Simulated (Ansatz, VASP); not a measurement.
One calculation of Nb, two programs

```
CELL_PARAMETERS angstrom
0.00000 2.08642 2.08642
2.08642 0.00000 2.08642
2.08642 2.08642 0.00000
ATOMIC_POSITIONS crystal
Nb 0.00000 0.00000 0.00000
```

Change from the starting cell: volume scaled by 0.96, PAW files.

Alike in both runs: task electric field gradients; functional PBE; k mesh 13 × 13 × 13; occupations fermi-dirac, width 0.08 eV; no spin polarisation.

```csv
,VASP,Ansatz
version,VASP 6.6.1,Ansatz 0.2.0
potentials or method,"VASP PAW PBE potentials, release 64 (Nb_sv)","PAW with Ansatz's default frozen-core files, scalar-relativistic"
plane-wave cutoff (eV),520,420
valence electrons in the cell,13,13
```

```csv
,VASP,Ansatz,Ansatz less VASP
pressure (GPa),5.6,6.0,+0.34
Vzz of the field gradient on the site that differs most (V/Å²),0.0,0.0,0.00
```

Ansatz warned: «gradients_without_spin_orbit».
